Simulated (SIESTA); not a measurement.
Crystal: CdTe.

```
Te Cd
1.0
     0.00000    3.20500    3.20500
     3.20500    0.00000    3.20500
     3.20500    3.20500    0.00000
Te Cd
1 1
Direct
  0.75000 0.75000 0.75000
  0.00000 0.00000 0.00000
```

Base run:

| Item | Value |
| --- | --- |
| Program | SIESTA 5.4.2 |
| Functional | PBE |
| Potentials or basis | PseudoDojo 0.4 standard (PBE files) |
| Basis | DZP (energy shift 0.002 Ry) |
| Grid cutoff | 800 Ry |
| Energy shift | 0.002 Ry |
| k mesh | 7 × 7 × 7 |
| Occupations | fermi-dirac, width 0.05 eV |
| Spin | no spin polarisation |

Its results: band gap on the k mesh 1.21 eV, direct; pressure 4.7 GPa.

**Question.** After a change of settings the same cell gave: band gap on the k mesh 1.05 eV, direct; pressure 4.7 GPa. Which change was it?
A. functional from PBE to AM05; potentials or basis from PseudoDojo 0.4 standard (PBE files) to PseudoDojo 0.4 standard (PBEsol files)
B. functional from PBE to revPBE
C. basis from DZP (energy shift 0.002 Ry) to TZDP (energy shift 0.002 Ry)
D. k mesh from 7 × 7 × 7 to 5 × 5 × 5

**Answer.** C.

Caveats: semicore shells carry a single zeta, which can move pressures by several GPa and volumes by a few percent; spin-orbit coupling is left out, which moves the levels of the heavy elements; the basis of atomic orbitals isn't converged, which shifts pressures, moduli and gaps.

Not every run made on this cell is shown here.
